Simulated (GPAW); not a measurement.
A run of GPAW 26.7.0 is set up as follows.

File run.py:

```python
from ase import Atoms
from ase.dft.bandgap import bandgap
from ase.io import write
from ase.units import GPa
from gpaw import GPAW, PW

atoms = Atoms(['Cd', 'F', 'F'],
              cell=[[0.0, 2.694, 2.694],
                    [2.694, 0.0, 2.694],
                    [2.694, 2.694, 0.0]],
              scaled_positions=[[0.0, 0.0, 0.0],
                                [0.75, 0.75, 0.75],
                                [0.25, 0.25, 0.25]],
              pbc=True)

calc = GPAW(mode=PW(800),
            xc='PBE',
            kpts={'size': (9, 9, 9), 'gamma': True},
            occupations={'name': 'fermi-dirac', 'width': 0.05},
            nbands=24,
            convergence={'density': 1e-05, 'energy': 1e-05},
            maxiter=150,
            txt='gpaw.txt')
atoms.calc = calc
energy = atoms.get_potential_energy()
forces = atoms.get_forces()
stress = atoms.get_stress()
calc.write('gs.gpw')
write('result.traj', atoms)
print(f'Energy: {energy:.6f} eV')
print('Forces (eV/A):')
print(forces.round(4))
print('Stress (GPa):', (stress / GPa).round(3))
print('Fermi level:', round(calc.get_fermi_level(), 4), 'eV')
print(f'Gap: {bandgap(calc)[0]:.4f} eV, direct: {bandgap(calc, direct=True)[0]:.4f} eV')

path = atoms.cell.bandpath('GXWKGLUWLK,UX', npoints=80, eps=1e-4)
bs_calc = calc.fixed_density(kpts=path, symmetry='off', nbands=35,
                             convergence={'bands': 'CBM+6.0', 'eigenstates': 1e-6}, txt='bands.txt')
bs = bs_calc.band_structure()
bs.write('bs.json')
print(f'Gap on the path: {bandgap(bs_calc)[0]:.4f} eV')
```

Potentials or basis: GPAW PAW data sets (gpaw-data 1.2.1), pw.

Command:

```sh
$ OMP_NUM_THREADS=1 python run.py
```

Question: What does it give for the pressure?

Answer: 3.6 GPa.

Question: What does it give for the band gap on the k mesh?

Answer: 3.10 eV, indirect (least direct gap 3.54 eV).

Question: Predict the band gap along the path.

Answer: 3.07 eV, indirect (least direct gap 3.54 eV).

Levels at the corners of the path, in eV from the valence-band top:
| point | band 11 | band 12 | band 13 | band 14 |
| --- | --- | --- | --- | --- |
| Γ | -0.47 | -0.47 | -0.47 | 3.07 |
| X | -0.53 | -0.09 | -0.09 | 8.01 |
| W | -1.54 | -0.63 | 0.00 | 8.08 |
| K | -0.97 | -0.36 | -0.20 | 7.97 |
| Γ | -0.47 | -0.47 | -0.47 | 3.07 |
| L | -1.87 | -0.38 | -0.38 | 7.18 |
| U | -0.97 | -0.36 | -0.20 | 7.97 |
| W | -1.54 | -0.63 | 0.00 | 8.08 |
| L | -1.87 | -0.38 | -0.38 | 7.18 |
| K | -0.97 | -0.36 | -0.20 | 7.97 |
| U | -0.97 | -0.36 | -0.20 | 7.97 |
| X | -0.53 | -0.09 | -0.09 | 8.01 |
